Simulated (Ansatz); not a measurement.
# Sn (Immm) in Ansatz: notebook

The runs below take Sn through single point, relaxation of cell and atoms, with PBE, PBE+D3(BJ), PBE+D4.

Program: Ansatz 0.2.0. These are calculated values, not measurements. Logs are shortened: lines on timing, memory, paths and dates and some standing lists are left out, and cuts for length are marked.

### 1 The crystal as given

It takes space group Immm (No. 71, orthorhombic). Conventional cell: a = 3.453 Å, b = 3.551 Å, c = 4.677 Å, α = 90.00°, β = 90.00°, γ = 90.00°. Sn (site symmetry mmm) has 12 Sn at 3.41 to 3.55 Å as nearest neighbours.

This isn't the form of Sn at room conditions, which is tetragonal (white tin).

### 2 Single point, PBE

input.yaml

```yaml
crystal:
  lattice:
    - [-1.726539, 1.775547, 2.338342]
    - [1.726539, -1.775547, 2.338342]
    - [1.726539, 1.775547, -2.338342]
  atoms:
    - { symbol: Sn, position: [0.0, 0.0, 0.0] }
hamiltonian:
  xc: pbe
  pseudopotentials: { kind: paw }
kpoints:
  mp_grid: { grid: [11, 11, 11] }
scf:
  occupations: { method: gaussian, width: 0.026 }
output:
  forces: true
  stress: true
  eigenvalues: true
```

Potentials or basis: Ansatz PAW.

The run is started by

```bash
$ ansatz run input.yaml --threads 2 --pin off --max-ram 5632MiB --backend cpu --events-out ev --progress --plain --runs-dir out
```

Output:

```text
Warning: RAYON_NUM_THREADS=2 ignored (pool sized by the plan → 2); use --threads N
Engine: ansatz 0.2.0, aarch64-unknown-linux-gnu
Pseudopotentials: kind: paw
Pseudopotential: Sn, paw, valence charge 14, recommended cutoff 420 eV (normal), Sn.paw.azcp
Functional definition: PBE
  parameter kappa = 0.804
  parameter beta = 0.06672455060314922
  exchange = pbe_x(kappa = kappa, mu = beta*pi^2/3)
  correlation = pbe_c(beta = beta)
Crystal: 1 atoms, lattice volume = 28.673 Å³
Basis set: ecut = 420 eV, 547 PW (Γ), exchange–correlation on 48×48×48 points (8 copies of the dense FFT grid, shifted against one another)
Bands: 11, of which v1, the nominal top of the filled ones, is band 7 counted from 1 (6 counted from 0)
Symmetry: 8 space group operations
Space group: Immm (ITA 71), of the structure as read, at distance tolerance 3.1e-5 Å
k-points: 216 of 1331
Non-local potential: Sn, projectors of the file, l = 0: 2, l = 1: 2, l = 2: 2, l = 3: 2
PAW form: soft (Blöchl's): semilocal exchange-correlation on the pseudo side does not see the compensation charge
PAW one-centre angular grid: Sn, 590 points (default); XC on 64 Gauss nodes
Initial density: superposition of atomic densities (neutral atoms: chi_scale 0, normalization atom), corrected by the library's trained network
Initial wavefunctions: pseudopotential atomic-orbital guess
Functional: x = pbe(κ = 0.804, μ = 0.2195149727645171), c = pbe(β = 0.06672455060314922)
SCF iter   1: F=—  HF=-6024.152627 eV  |F-HF|=—  |Δ(HF+E_count)|=         —  Δρ=8.57e-4  dr2=2.28e-4  ethr=1.77e-3  ⟨swp⟩=6.0  Hψ=14326  notcnv=0
preconditioner: auto → none  [insulator: Δε(μ)=0.032 eV  Ē_g=22.865 eV  σ=0.026 eV  W_gap=0.55  n_scr=8 (ndim 8)  ℏωp=25.9 eV  f_vac=0.000  D(μ)=0.59/eV (n_scr^D=0)  ε∞_Penn≈2.3]
SCF iter   2: F=—  HF=-6024.151895 eV  |F-HF|=—  |Δ(HF+E_count)|=   7.32e-4  Δρ=4.65e-4  dr2=4.76e-5  ethr=1.63e-6  ⟨swp⟩=2.1  Hψ=5916  notcnv=0
SCF iter   3: F=—  HF=-6024.151909 eV  |F-HF|=—  |Δ(HF+E_count)|=   1.37e-5  Δρ=1.25e-4  dr2=4.25e-6  ethr=3.40e-7  ⟨swp⟩=2.5  Hψ=3911  notcnv=0
SCF iter   4: F=—  HF=-6024.151911 eV  |F-HF|=—  |Δ(HF+E_count)|=   1.67e-6  Δρ=2.84e-5  dr2=2.06e-7  ethr=3.04e-8  ⟨swp⟩=2.3  Hψ=3103  notcnv=0
iter 5 did not close the SCF: its close was put off for the readings that it lacked (scf_convergence_deferred on its scf_iter line)
SCF iter   5: F=-6024.151911 eV  HF=-6024.151911 eV  |F-HF|=6.26e-10  |Δ(HF+E_count)|=   1.60e-8  Δρ=2.92e-6  dr2=1.45e-9  ethr=1.47e-9  ⟨swp⟩=2.0  Hψ=3824  notcnv=0
SCF iter   6: F=-6024.151911 eV  HF=-6024.151911 eV  |F-HF|=2.09e-11  |Δ(HF+E_count)|=   1.06e-9  Δρ=2.45e-7  dr2=6.11e-12  ethr=1.04e-11  ⟨swp⟩=2.6  Hψ=8378  notcnv=0
SCF 1 converged in 6 iterations: F = -6024.151911 eV  dr2 = 6.11e-12
SCF converged after 6 iterations
Free energy (F): -6024.151911 eV
Harris-Foulkes:  -6024.151911 eV  (|F-HF|=2.09e-11)
Internal energy: -6024.151710 eV  (E = F + TS)
E sigma→0 (E₀):  -6024.151810 eV
Entropy (-TS):   -0.000201 eV (-0.201 meV/atom)
Fermi energy:    10.156760 eV
--- Per-component energies (eV) ---
  E_band       = -90.877981
  E_kinetic    = 185.301317
  E_local      = -860.862178  (includes V_loc(G=0)·N_el)
  E_nonlocal   = -32.815497
  E_hartree    = 532.837086
  E_xc         = -382.714675
  E_vxc        = -96.021549  (∫ρ·V_xc dr)
  E_paw        = -4134.379029  (= ΣΔE_a)
  E_vpaw       = -352.154246  (= ΣTr[D̂ρ^β])
  E_aug_tail   = -0.000000  (compensation charges beyond the density's cutoff)
  E_ewald      = -1331.518734
  E_smearing   = -0.000201  (= −TS)
  E_closure    = 0.000000  (closes the sum)
  Σ components = -6024.151911   (vs F -6024.151911, Δ=0.00e0)
--- Forces (eV/Å), atoms counted from 1 ---
  atom   1  Sn     0.00000000     0.00000000     0.00000000
  max |Σ_I F_I| component: 0.00e0 eV/Å
--- Stress (GPa, compression-positive) ---
       -0.256502      -0.000000      -0.000000
       -0.000000      -2.253964       0.000000
       -0.000000       0.000000      -0.565385
  P = ⅓ Tr σ = -1.0253 GPa (-10.253 kbar)
--- Band table (eV; the first three rows and the last of 216) ---
  k-point 0: bands = ["-11.4220", "-11.4067", "-11.3873", "-11.3587", "-11.3239", "-0.6197", "17.1748", "17.3184", "17.7242", "20.7505", "21.2427"]
  k-point 1: bands = ["-11.4220", "-11.3991", "-11.3786", "-11.3610", "-11.3228", "-0.4109", "16.3852", "16.4248", "16.8321", "19.4081", "21.9882"]
  k-point 2: bands = ["-11.4342", "-11.3724", "-11.3662", "-11.3545", "-11.3160", "0.2156", "14.6683", "14.9451", "15.2327", "18.0705", "19.1632"]
  k-point 215: bands = ["-11.4620", "-11.4234", "-11.2876", "-11.2590", "-11.2579", "5.7205", "7.1917", "10.9996", "11.4779", "14.9157", "16.7730"]
```

Wall time 2.2 s (2 threads of Arm Neoverse V2, shared host); peak memory 0.34 GiB.

What came out:

```yaml
Free_energy: -6024.1519 eV
Pressure: -1.0 GPa
Band_gap_on_the_k_mesh: none (metal or under the smearing width)
```

Stress tensor (GPa, compression positive):
```
-0.26  0.00  0.00
 0.00 -2.25  0.00
 0.00  0.00 -0.57
```

### 3 Relaxation of cell and atoms, PBE+D3(BJ)

input.yaml: that of step 2 with these lines changed.

```diff
@@ -10,2 +10,3 @@
   pseudopotentials: { kind: paw }
+  dispersion: d3bj
 kpoints:
@@ -13,3 +14,3 @@
 scf:
-  occupations: { method: gaussian, width: 0.026 }
+  occupations: { method: fermi_dirac, width: 0.05 }
 output:
@@ -18 +19,5 @@
   eigenvalues: true
+relax:
+  f_tol: 0.01
+  max_steps: 40
+  cell: { stress_tol: 0.05 }
```

Potentials or basis: Ansatz PAW.

The run is started by

```bash
$ ansatz run input.yaml --threads 2 --pin off --max-ram 5632MiB --backend cpu --events-out ev --progress --plain --runs-dir out
```

Output:

```text
Warning: RAYON_NUM_THREADS=2 ignored (pool sized by the plan → 2); use --threads N
[... 8 set-up lines as earlier in the session ...]
Crystal: 1 atoms, lattice volume = 28.673 Å³
Basis set: ecut = 420 eV, 547 PW (Γ), exchange–correlation on 48×48×48 points (8 copies of the dense FFT grid, shifted against one another)
Bands: 11, of which v1, the nominal top of the filled ones, is band 7 counted from 1 (6 counted from 0)
[... 2 set-up lines as earlier in the session ...]
k-points: 216 of 1331
[... 6 set-up lines as earlier in the session ...]
SCF iter   1: F=—  HF=-6024.519105 eV  |F-HF|=—  |Δ(HF+E_count)|=         —  Δρ=8.15e-4  dr2=2.03e-4  ethr=1.77e-3  ⟨swp⟩=5.8  Hψ=14463  notcnv=0
preconditioner: auto → none  [metal: Δε(μ)=0.032 eV  Ē_g=22.865 eV  σ=0.050 eV  W_gap=0.16  n_scr=8 (ndim 8)  ℏωp=25.9 eV  f_vac=0.000  D(μ)=0.42/eV (n_scr^D=0)  sad-step TF]
SCF iter   2: F=—  HF=-6024.518523 eV  |F-HF|=—  |Δ(HF+E_count)|=   5.82e-4  Δρ=5.46e-4  dr2=8.12e-5  ethr=1.45e-6  ⟨swp⟩=2.1  Hψ=5492  notcnv=0
SCF iter   3: F=—  HF=-6024.518546 eV  |F-HF|=—  |Δ(HF+E_count)|=   2.31e-5  Δρ=1.75e-4  dr2=1.18e-5  ethr=5.80e-7  ⟨swp⟩=2.0  Hψ=3825  notcnv=0
SCF iter   4: F=—  HF=-6024.518545 eV  |F-HF|=—  |Δ(HF+E_count)|=   1.66e-6  Δρ=4.29e-5  dr2=8.12e-7  ethr=8.43e-8  ⟨swp⟩=2.1  Hψ=3847  notcnv=0
iter 5 did not close the SCF: its close was put off for the readings that it lacked (scf_convergence_deferred on its scf_iter line)
SCF iter   5: F=-6024.518545 eV  HF=-6024.518545 eV  |F-HF|=5.18e-9  |Δ(HF+E_count)|=   3.13e-7  Δρ=4.19e-6  dr2=2.44e-9  ethr=5.80e-9  ⟨swp⟩=2.0  Hψ=3738  notcnv=0
SCF iter   6: F=-6024.518545 eV  HF=-6024.518545 eV  |F-HF|=1.82e-11  |Δ(HF+E_count)|=   5.13e-9  Δρ=4.55e-7  dr2=6.66e-11  ethr=1.74e-11  ⟨swp⟩=2.6  Hψ=8518  notcnv=0
SCF 1 converged in 6 iterations: F = -6024.518545 eV  dr2 = 6.66e-11
relax step   1: F+E_penalty+E_count = -6024.51854451 eV  Δ(F+E_penalty+E_count) = +0.000e0 eV  max|allowed force component| = 0.000e0 eV/Å  Δτ_max = 0.0000 Å  P = -3.061 GPa  Ω = 28.673 Å³  (6 SCF iters, dr2 threshold 1.00e-7 eV, accepted)
Crystal: 1 atoms, lattice volume = 26.757 Å³
Basis set: ecut = 420 eV, 535 PW (Γ), exchange–correlation on 48×48×48 points (8 copies of the dense FFT grid, shifted against one another)
Initial density: handed on by an earlier stage of this run
Initial wavefunctions: those handed on with the density
iter 1 solved again at ethr=9.85e-7 eV; its pass at ethr=3.10e-3 eV (dr2=1.38e-4 eV) is discarded
SCF iter   1: F=—  HF=-6024.539858 eV  |F-HF|=—  |Δ(HF+E_count)|=         —  Δρ=7.46e-4  dr2=1.57e-4  ethr=9.85e-7  ⟨swp⟩=2.1  Hψ=22779  notcnv=0
[... 20 lines left out ...]
SCF 4 converged in 3 iterations: F = -6024.540406 eV  dr2 = 4.79e-9
relax step   4: F+E_penalty+E_count = -6024.54040648 eV  Δ(F+E_penalty+E_count) = -8.383e-5 eV  max|allowed force component| = 0.000e0 eV/Å  Δτ_max = 0.0000 Å  P = -0.005 GPa  Ω = 26.840 Å³  energy of the carried Pulay correction = +3.381e-4 eV  (3 SCF iters, dr2 threshold 9.48e-8 eV, accepted)
iter 1 solved again at ethr=2.72e-9 eV; its pass at ethr=3.10e-3 eV (dr2=3.81e-7 eV) is discarded
SCF iter   1: F=—  HF=-6024.540424 eV  |F-HF|=—  |Δ(HF+E_count)|=         —  Δρ=3.93e-5  dr2=4.21e-7  ethr=2.72e-9  ⟨swp⟩=3.0  Hψ=21448  notcnv=0
preconditioner: auto → none  [metal: Δε(μ)=0.051 eV  Ē_g=23.155 eV  σ=0.050 eV  W_gap=0.24  n_scr=8 (ndim 8)  ℏωp=26.8 eV  f_vac=0.000  D(μ)=0.52/eV (n_scr^D=0)]
SCF iter   2: F=—  HF=-6024.540424 eV  |F-HF|=—  |Δ(HF+E_count)|=   1.16e-7  Δρ=1.88e-5  dr2=8.63e-8  ethr=2.72e-9  ⟨swp⟩=1.0  Hψ=2376  notcnv=0
SCF iter   3: F=-6024.540424 eV  HF=-6024.540424 eV  |F-HF|=1.27e-10  |Δ(HF+E_count)|=   1.83e-8  Δρ=1.99e-6  dr2=7.19e-10  ethr=7.72e-11  ⟨swp⟩=3.4  Hψ=8958  notcnv=0
SCF 5 converged in 3 iterations: F = -6024.540424 eV  dr2 = 7.19e-10
relax step   5: F+E_penalty+E_count = -6024.54042364 eV  Δ(F+E_penalty+E_count) = -1.716e-5 eV  max|allowed force component| = 0.000e0 eV/Å  Δτ_max = 0.0000 Å  P = -0.002 GPa  Ω = 26.840 Å³  energy of the carried Pulay correction = +3.381e-4 eV  (3 SCF iters, dr2 threshold 1.08e-8 eV, accepted)
Initial wavefunctions: pseudopotential atomic-orbital guess (no wavefunctions were taken with the density)
iter 1 solved again at ethr=1.67e-7 eV; its pass at ethr=3.10e-3 eV (dr2=2.34e-5 eV) is discarded
SCF iter   1: F=—  HF=-6024.540082 eV  |F-HF|=—  |Δ(HF+E_count)|=         —  Δρ=6.82e-5  dr2=1.91e-7  ethr=1.67e-7  ⟨swp⟩=2.8  Hψ=20140  notcnv=0
preconditioner: auto → none  [metal: Δε(μ)=0.051 eV  Ē_g=23.156 eV  σ=0.050 eV  W_gap=0.24  n_scr=8 (ndim 8)  ℏωp=26.8 eV  f_vac=0.000  D(μ)=0.52/eV (n_scr^D=0)]
SCF iter   2: F=—  HF=-6024.540082 eV  |F-HF|=—  |Δ(HF+E_count)|=   2.83e-7  Δρ=3.16e-5  dr2=4.03e-8  ethr=1.36e-9  ⟨swp⟩=2.0  Hψ=3873  notcnv=0
SCF iter   3: F=—  HF=-6024.540082 eV  |F-HF|=—  |Δ(HF+E_count)|=   1.16e-7  Δρ=6.32e-6  dr2=1.53e-9  ethr=2.88e-10  ⟨swp⟩=3.0  Hψ=3938  notcnv=0
SCF iter   4: F=—  HF=-6024.540082 eV  |F-HF|=—  |Δ(HF+E_count)|=   6.60e-9  Δρ=8.46e-7  dr2=7.53e-11  ethr=1.09e-11  ⟨swp⟩=2.0  Hψ=3884  notcnv=0
SCF iter   5: F=-6024.540082 eV  HF=-6024.540082 eV  |F-HF|=1.82e-12  |Δ(HF+E_count)|=  4.55e-11  Δρ=2.51e-8  dr2=1.35e-13  ethr=1.00e-12  ⟨swp⟩=5.4  Hψ=8311  notcnv=0
SCF 6 converged in 5 iterations: F = -6024.540082 eV  dr2 = 1.35e-13
relax step   6: F+E_penalty+E_count = -6024.54008217 eV  Δ(F+E_penalty+E_count) = +3.415e-4 eV  max|allowed force component| = 0.000e0 eV/Å  Δτ_max = 0.0000 Å  P = -0.002 GPa  Ω = 26.840 Å³  stress off target by 1.28e-2 GPa  SCF on the basis re-selected at this cell (its energy is not comparable with the rows above)  (5 SCF iters)
basis re-selected at this cell: Δ(F+E_penalty+E_count) = +3.415e-4 eV, ΔP = +0.000 GPa vs the last step (what re-selecting the basis moved, of the pressure what is left beyond the Pulay correction that the steps carried, after the strain that the cell walked since its last selection, with what the two solves' SCF thresholds leave and, on support functions, any second-order correction that the steps lacked; it is no measure of the basis error at this ecutwfc). This SCF's stress stands 1.28e-2 GPa from its target on what of the cell is left free (relax.cell.stress_tol is 5.00e-2 GPa) and its largest allowed force component is 0.00e0 eV/Å (relax.f_tol is 1.00e-2 eV/Å): within both
SCF converged after 5 iterations
Free energy (F): -6024.540082 eV
Harris-Foulkes:  -6024.540082 eV  (|F-HF|=1.82e-12)
Internal energy: -6024.535923 eV  (E = F + TS)
E sigma→0 (E₀):  -6024.538003 eV
Entropy (-TS):   -0.004159 eV (-4.159 meV/atom)
Fermi energy:    11.087118 eV
--- Per-component energies (eV) ---
  E_band       = -78.100782
  E_kinetic    = 186.204326
  E_local      = -814.729638  (includes V_loc(G=0)·N_el)
  E_nonlocal   = -32.731272
  E_hartree    = 516.069507
  E_xc         = -383.146909
  E_vxc        = -96.621841  (∫ρ·V_xc dr)
  E_paw        = -4134.521214  (= ΣΔE_a)
  E_vpaw       = -352.361358  (= ΣTr[D̂ρ^β])
  E_aug_tail   = -0.000000  (compensation charges beyond the density's cutoff)
  E_ewald      = -1361.290775
  E_disp       = -0.389948  (pairwise vdW)
  E_smearing   = -0.004159  (= −TS)
  E_closure    = 0.000000  (closes the sum)
  Σ components = -6024.540082   (vs F -6024.540082, Δ=0.00e0)
--- Forces (eV/Å), atoms counted from 1 ---
  atom   1  Sn     0.00000000    -0.00000000     0.00000000
  max |Σ_I F_I| component: 9.74e-31 eV/Å
--- Stress (GPa, compression-positive) ---
       -0.009341      -0.000000      -0.000000
       -0.000000      -0.008162       0.000000
       -0.000000       0.000000       0.012779
  P = ⅓ Tr σ = -0.0016 GPa (-0.016 kbar)
--- Band table (eV; the first three rows and the last of 216) ---
  k-point 0: bands = ["-10.4742", "-10.4742", "-10.4496", "-10.4015", "-10.3711", "-0.1260", "18.8670", "18.9451", "18.9455", "21.7342", "22.9477"]
  k-point 1: bands = ["-10.4811", "-10.4589", "-10.4381", "-10.4053", "-10.3690", "0.0976", "17.8450", "17.9713", "18.0941", "20.4665", "23.4376"]
  k-point 2: bands = ["-10.4994", "-10.4220", "-10.4175", "-10.4068", "-10.3581", "0.7695", "16.1716", "16.2101", "16.3895", "19.1086", "20.3647"]
  k-point 215: bands = ["-10.5420", "-10.4918", "-10.3199", "-10.2888", "-10.2844", "6.6593", "7.7935", "11.7969", "12.9596", "16.4225", "17.7252"]
--- Relaxed structure (5 steps of the walk, 5 accepted, 1 SCFs on fresh bases) ---
  F+E_penalty+E_count = -6024.54008217 eV   max|allowed force component| = 0.000e0 eV/Å   (the final SCF, on the basis selected at the relaxed cell)
  cell:  # Å, volume = 26.8396 Å³
    - [-1.702797710556332, 1.702770151964761, 2.314174967073426]
    - [1.702797710556332, -1.702770151964761, 2.314174967073426]
    - [1.702797710556332, 1.702770151964761, -2.314174967073426]
  atoms:
    - { symbol: Sn, position: [0.0, 0.0, 0.0] }
```

It took 11 s on 2 threads of Arm Neoverse V2, shared host; peak memory 0.36 GiB.

Results:

```
Free energy                            : -6024.5401 eV
Relaxed volume                         : 26.84 Å³/atom
Relaxed cell                           : a = 3.340 Å, b = 3.340 Å, c = 3.340 Å, α = 118.69°, β = 118.69°, γ = 92.28°
Space group after relaxing (to 0.05 Å) : I4/mmm (No. 139)
Energy gained by relaxing              : 21.5 meV/atom
Ionic steps                            : 6
Pressure after relaxing                : 0.0 GPa
Band gap on the k mesh                 : none (metal or under the smearing width)
```

The path:
| step | energy change (eV) | largest force (eV/Å) | volume (Å³) |
| --- | --- | --- | --- |
| 1 | 0.0000 | 0.0000 | 28.67 |
| 2 | -0.0213 | 0.0000 | 26.76 |
| 3 | -0.0218 | 0.0000 | 26.81 |
| 4 | -0.0219 | 0.0000 | 26.84 |
| 5 | -0.0219 | 0.0000 | 26.84 |
| 6 | -0.0215 | 0.0000 | 26.84 |

Final structure:
```
Sn
1.0
    -1.70280    1.70277    2.31417
     1.70280   -1.70277    2.31417
     1.70280    1.70277   -2.31417
Sn
1
Direct
  0.00000 0.00000 0.00000
```

Levels at points of the mesh, in eV from the Fermi level:
| k point | band 4 | band 5 | band 6 | band 7 | band 8 | band 9 | band 10 | band 11 |
| --- | --- | --- | --- | --- | --- | --- | --- | --- |
| (0.00, 0.00, 0.00) | -21.49 | -21.46 | -11.21 | 7.78 | 7.86 | 7.86 | 10.65 | 11.86 |

Caveat: the plane-wave basis is chosen anew once the cell has moved, so the energies of steps on either side of that aren't comparable; pairwise dispersion overbinds metals, which lowers pressure and volume.

### 4 Relaxation of cell and atoms, PBE+D4

input.yaml: that of step 3 with these lines changed.

```diff
@@ -10,3 +10,3 @@
   pseudopotentials: { kind: paw }
-  dispersion: d3bj
+  dispersion: d4
 kpoints:
```

The run is started by

```bash
$ ansatz run input.yaml --threads 2 --pin off --max-ram 5632MiB --backend cpu --events-out ev --progress --plain --runs-dir out
```

Wall time 12 s (2 threads of Arm Neoverse V2, shared host); peak memory 0.36 GiB.

It converged, with:

```yaml
Free_energy: -6024.5767 eV
Relaxed_volume: 26.81 Å³/atom
Relaxed_cell: a = 3.338 Å, b = 3.338 Å, c = 3.338 Å, α = 118.68°, β = 118.69°, γ = 92.29°
Space_group_after_relaxing_to_0.05_Å: I4/mmm (No. 139)
Energy_gained_by_relaxing: 22.2 meV/atom
Ionic_steps: 6
Pressure_after_relaxing: 0.0 GPa
Band_gap_on_the_k_mesh: none (metal or under the smearing width)
```

The path:
```tsv
step	energy change (eV)	largest force (eV/Å)	volume (Å³)
1	0.0000	0.0000	28.67
2	-0.0220	0.0000	26.72
3	-0.0225	0.0000	26.78
4	-0.0226	0.0000	26.81
5	-0.0226	0.0000	26.81
6	-0.0222	0.0000	26.81
```

Final structure:
```xyz
1
Lattice="-1.7023 1.7023 2.3130 1.7023 -1.7023 2.3130 1.7023 1.7023 -2.3130" Properties=species:S:1:pos:R:3 pbc="T T T"
Sn    0.0000    0.0000    0.0000
```

Levels at points of the mesh, in eV from the Fermi level:
```csv
k point,band 4,band 5,band 6,band 7,band 8,band 9,band 10,band 11
"(0.00, 0.00, 0.00)",-21.49,-21.46,-11.22,7.79,7.87,7.87,10.65,11.87
```

Caveat: the plane-wave basis is chosen anew once the cell has moved, so the energies of steps on either side of that aren't comparable; pairwise dispersion overbinds metals, which lowers pressure and volume.

### 5 Overview

```csv
task,level,cell,smearing,gap on the mesh (eV),pressure (GPa),relaxed volume (Å³/atom)
single point,PBE,as given,gaussian 0.026 eV,none,-1.0,-
relaxation of cell and atoms,PBE+D3(BJ),relaxed,fermi-dirac 0.05 eV,none,0.0,26.84
relaxation of cell and atoms,PBE+D4,relaxed,fermi-dirac 0.05 eV,none,0.0,26.81
```

Alike in all rows: potentials or basis Ansatz PAW; no spin polarisation; k mesh 11 × 11 × 11; cutoff (eV) 420.

Caveats: the plane-wave basis is chosen anew once the cell has moved, so the energies of steps on either side of that aren't comparable (some runs); pairwise dispersion overbinds metals, which lowers pressure and volume (some runs).

Total energies depend on the potentials used, so only differences within one code and one set of settings carry meaning.
